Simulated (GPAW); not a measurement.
Crystal: MgS.

```
S Mg
1.0
     0.00000    2.83312    2.83312
     2.83312    0.00000    2.83312
     2.83312    2.83312    0.00000
S Mg
1 1
Direct
  0.25000 0.25000 0.25000
  0.00000 0.00000 0.00000
```

The cell comes from a database or a generator and needn't be the stable form of this composition.

Base run:

* Program: GPAW 26.7.0
* Functional: LDA
* Potentials or basis: the program's PAW data sets (release 1.2.1) made for this functional
* Cutoff: 650 eV
* Basis: pw
* k mesh: 7 × 7 × 7
* Occupations: fermi-dirac, width 0.001 eV
* Spin: no spin polarisation

Its results: band gap on the k mesh 3.17 eV, direct; electronic dielectric tensor (diagonal) 3.90.

Question: The run is repeated on the same cell with these changes: functional from LDA to PBEsol; potentials or basis from the program's PAW data sets (release 1.2.1) made for this functional to PAW data sets generated in the run's folder for this functional. What comes out?

Answer: Band gap on the k mesh 3.28 eV, direct; electronic dielectric tensor (diagonal) 3.81.

Caveats: the long-wavelength limit can be off by a per cent or two.

A k mesh can miss the band edges.

Not every run made on this cell is shown here.
